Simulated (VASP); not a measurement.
# VASP 6.6.1 run: MgS

INCAR

```
NELECT = 8.5
SIGMA = 0.02
ISMEAR = -1
NBANDS = 11
LCHARG = .FALSE.
NSW = 0
ENCUT = 520
LWAVE = .FALSE.
LASPH = .TRUE.
PREC = Accurate
EDIFF = 1E-7
LREAL = .FALSE.
NELM = 78
IBRION = -1
GGA = PE
ISIF = 2
```

KPOINTS

```
KPOINTS created by Atomic Simulation Environment
0
Gamma
6 6 6
0 0 0
```

POSCAR

```
Mg S
 1.0000000000000000
    -0.1382000000000000    2.8509000000000002    2.7601000000000000
     2.7780999999999998    0.0014000000000000    2.6204999999999998
     2.9386000000000001    2.8715999999999999   -0.1590000000000000
 Mg  S
   1   1
Cartesian
  2.7322418100000001  5.5784854800000003  2.5666410300000000
  1.4192803100000000  1.4057818500000001  1.4257580800000000
```

The recommended PBE PAW datasets give the neutral cell 8 valence electrons.

Command

```
mpirun -np 1 vasp_std
```

OSZICAR

```
N       E                     dE             d eps       ncg     rms          rms(c)
DAV:   1     0.283035700731E+02    0.28304E+02   -0.34207E+03  2488   0.590E+02
DAV:   2    -0.439502041873E+01   -0.32699E+02   -0.31555E+02  2994   0.104E+02
DAV:   3    -0.637594113516E+01   -0.19809E+01   -0.19761E+01  3082   0.278E+01
DAV:   4    -0.639283315285E+01   -0.16892E-01   -0.16890E-01  2989   0.307E+00
DAV:   5    -0.639304273578E+01   -0.20958E-03   -0.20958E-03  3200   0.335E-01    0.690E+00
DAV:   6    -0.580695929713E+01    0.58608E+00   -0.19405E+00  2791   0.522E+00    0.465E+00
DAV:   7    -0.578260179108E+01    0.24358E-01   -0.19409E-01  2994   0.198E+00    0.251E+00
DAV:   8    -0.578241614136E+01    0.18565E-03   -0.83876E-03  2866   0.636E-01    0.500E-01
DAV:   9    -0.578238620983E+01    0.29932E-04   -0.22579E-04  2954   0.953E-02    0.937E-02
DAV:  10    -0.578253289055E+01   -0.14668E-03   -0.22332E-04  2872   0.102E-01    0.219E-02
DAV:  11    -0.578253331119E+01   -0.42065E-06   -0.76233E-06  3223   0.177E-02    0.113E-02
DAV:  12    -0.578253415635E+01   -0.84516E-06   -0.25188E-06  2893   0.900E-03    0.636E-03
DAV:  13    -0.578253412364E+01    0.32710E-07   -0.25792E-07  2976   0.317E-03
   1 F= -.57825341E+01 E0= -.57821370E+01  d E =-.794205E-03
```

Standard output (part)

```
POSCAR found type information on POSCAR MgS
 POSCAR found :  2 types and       2 ions
 LDA part: xc-table for (Slater+PW92), standard interpolation
 POSCAR, INCAR and KPOINTS ok, starting setup
 WAVECAR not read
 entering main loop
 the old and the new charge density differ
    0.690E+00
```

From OUTCAR

```
k-points           NKPTS =    112   k-points in BZ     NKDIM =    112   number of bands    NBANDS=     11

   NELECT =       8.5000    total number of electrons

   dimension x,y,z NGX =    30 NGY =   28 NGZ =   32
   dimension x,y,z NGXF=    60 NGYF=   56 NGZF=   64

  energy-cutoff  :      520.00
  volume of cell :       46.26
      direct lattice vectors                 reciprocal lattice vectors
    -0.138200000  2.850900000  2.760100000    -0.162671102  0.176010095  0.172360303
     2.778100000  0.001400000  2.620500000     0.181130596 -0.174854398  0.189675973
     2.938600000  2.871600000 -0.159000000     0.161410176  0.173581841 -0.171210313

 k-points in reciprocal lattice and weights: KPOINTS created by Atomic Simulation Env
   0.00000000  0.00000000  0.00000000       0.005
   0.16666667 -0.00000000 -0.00000000       0.009
   0.33333333 -0.00000000 -0.00000000       0.009
   0.50000000 -0.00000000 -0.00000000       0.005
   0.00000000  0.16666667 -0.00000000       0.009
   0.16666667  0.16666667 -0.00000000       0.009
   0.33333333  0.16666667 -0.00000000       0.009
   0.50000000  0.16666667 -0.00000000       0.009
   ...

 E-fermi :   5.2791

 k-point     1 :       0.0000    0.0000    0.0000
  band No.  band energies     occupation
      1     -10.5043      2.00000
      2       0.4550      2.00000
      3       0.6289      2.00000
      4       1.1475      2.00000
      5       3.6791      2.00000
      6       7.8746      0.00000
      7       8.6648      0.00000
      8       9.3172      0.00000
      9      11.0985      0.00000
     10      11.9413      0.00000
     11      13.5490      0.00000

 k-point     2 :       0.1667   -0.0000   -0.0000
  band No.  band energies     occupation
      1     -10.3673      2.00000
      2      -0.5656      2.00000
      3       0.5747      2.00000
      4       1.0056      2.00000
      5       4.7312      2.00000
      6       7.9021      0.00000
      7       8.5830      0.00000
      8       9.5550      0.00000
      9      10.6391      0.00000
     10      11.2560      0.00000
     11      13.3042      0.00000

 k-point     3 :       0.3333   -0.0000   -0.0000
  band No.  band energies     occupation
      1     -10.0625      2.00000
      2      -1.9704      2.00000
      3       0.4893      2.00000
      4       0.8213      2.00000
      5       5.6509      0.00000
      6       8.0572      0.00000
      7       8.4193      0.00000
      8       9.3943      0.00000
      9      11.2500      0.00000
     10      12.1822      0.00000
     11      12.7742      0.00000

 k-point     4 :       0.5000   -0.0000   -0.0000
  band No.  band energies     occupation
      1      -9.8906      2.00000
      2      -2.5533      2.00000
      3       0.4508      2.00000
      4       0.7401      2.00000
      5       5.7201      0.00000
      6       7.9335      0.00000
      7       8.7163      0.00000
      8       9.1329      0.00000
      9      12.6739      0.00000
     10      13.1737      0.00000
     11      13.9579      0.00000

 k-point     5 :       0.0000    0.1667   -0.0000
  band No.  band energies     occupation
      1     -10.3344      2.00000
      2      -0.3747      2.00000
      3       0.4010      2.00000
      4       0.8775      2.00000
      5       4.6398      2.00000
      6       8.2353      0.00000
      7       8.6473      0.00000
      8       9.1216      0.00000
      9      10.3367      0.00000
     10      10.9801      0.00000
     11      13.0102      0.00000

 ...

  Total        3.7363953      3.9313767      4.0143836     -1.0959423     -0.6001361      0.4205461
  in kB      129.4055346    136.1584812    139.0333233    -37.9566354    -20.7849868     14.5651057
  external PRESSURE =     134.8657797 kB  Pullay stress =       0.0000000 kB

 POSITION                                       TOTAL-FORCE (eV/Angst)
 -----------------------------------------------------------------------------------
      2.73224      5.57849      2.56664         0.443488     -0.343138      0.744426
      1.41928      1.40578      1.42576        -0.443488      0.343138     -0.744426
 -----------------------------------------------------------------------------------
    total drift:                               -0.000031     -0.000393      0.000072

  FREE ENERGIE OF THE ION-ELECTRON SYSTEM (eV)
  ---------------------------------------------------
  free  energy   TOTEN  =        -5.7825341236 eV

  energy  without entropy=       -5.7817399191  energy(sigma->0) =       -5.78213702
```

It converged. Results: pressure 13.5 GPa; largest force 0.93 eV/Å.

The cell is charged and sits in a uniform background.

For comparison, a separate PBE run of the intended cell, on usual settings and not on those above, gives a gap of 2.76 eV on its mesh and a pressure of 0.2 GPa.

The run above took about 20 s on one core of a shared host (Intel Xeon 6975P-C) and held 0.21 GiB at most.
